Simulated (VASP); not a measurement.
CdS (Hawleyite): equation of state with PBE

The system is CdS (Hawleyite).

```
Cd S
1.0
     0.00000    2.91650    2.91650
     2.91650    0.00000    2.91650
     2.91650    2.91650    0.00000
Cd S
1 1
Cartesian
  0.0000 0.0000 0.0000
  4.3748 4.3748 4.3748
```

* Program: VASP 6.6.1
* Task: equation of state
* Functional: PBE
* Potentials or basis: VASP PAW PBE potentials, release 64 (Cd, S)
* Cutoff: 520 eV
* k mesh: 8 × 8 × 8
* Occupations: fermi-dirac, width 0.05 eV
* Spin: no spin polarisation
* Further INCAR settings: ALGO = Normal; EDIFF = 1e-07; NBANDS = 16

| Quantity | Value |
| --- | --- |
| Equilibrium volume | 26.17 Å³/atom |
| Bulk modulus | 53 GPa |
| Pressure derivative of the bulk modulus | 4.6 |

Energy against volume, from the lowest point:
| volume (Å³/atom) | energy (meV/atom) |
| --- | --- |
| 23.319 | 64.12 |
| 23.815 | 42.05 |
| 24.312 | 25.19 |
| 24.808 | 13.00 |
| 25.304 | 5.02 |
| 25.800 | 0.82 |
| 26.296 | 0.00 |

All runs of the series together: 4.5 min on 1 thread of AMD EPYC 7R43 64-Core Processor (Zen 3), on a shared host.

PBE usually gives volumes a little too large and moduli too small. Zero-point motion and thermal expansion aren't in these numbers.
